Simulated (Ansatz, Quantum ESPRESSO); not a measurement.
PbO2: spin-orbit coupling in 2 programs

The structure is cubic, space group Fm-3m (No. 225). The conventional cell has a = 5.404 Å, b = 5.404 Å, c = 5.404 Å, α = 90.00°, β = 90.00°, γ = 90.00°. Around Pb (site symmetry m-3m) lie 8 O at 2.34 Å. O (site symmetry -43m) is surrounded by 4 Pb at 2.34 Å.

The cell comes from a database or a generator and needn't be the stable form of this composition.

Kept alike: task band structure; functional PBEsol; k mesh 9 × 9 × 9; occupations fermi-dirac, width 0.05 eV. The mesh is that of the run's cell of 3 atoms.

- A: Ansatz, Ansatz PAW, made for PBE, cutoff 420 eV
- B: Quantum ESPRESSO; PseudoDojo 0.4.1 SR PBEsol standard (False); PseudoDojo 0.4 FR PBEsol standard (True), cutoff 1143 eV

| spin-orbit coupling | A: pressure (GPa) | B: pressure (GPa) |
| --- | --- | --- |
| off | -5.69 | -4.84 |
| on | -6.06 | -5.05 |

Pressure is positive in compression; plane-wave values hold the error of the finite cutoff, which Ansatz corrects. Values on potentials made for another functional: all of A. For a metal such a mesh leaves the last digits unconverged.

Task: How large is the effect of spin-orbit coupling, and do the programs agree on it?

Result: From off to on the pressure moves by -0.37 in A, -0.21 in B (GPa). Row by row the programs differ by 0.85 to 1.01, and the shifts point the same way but differ by 43 % of the larger.
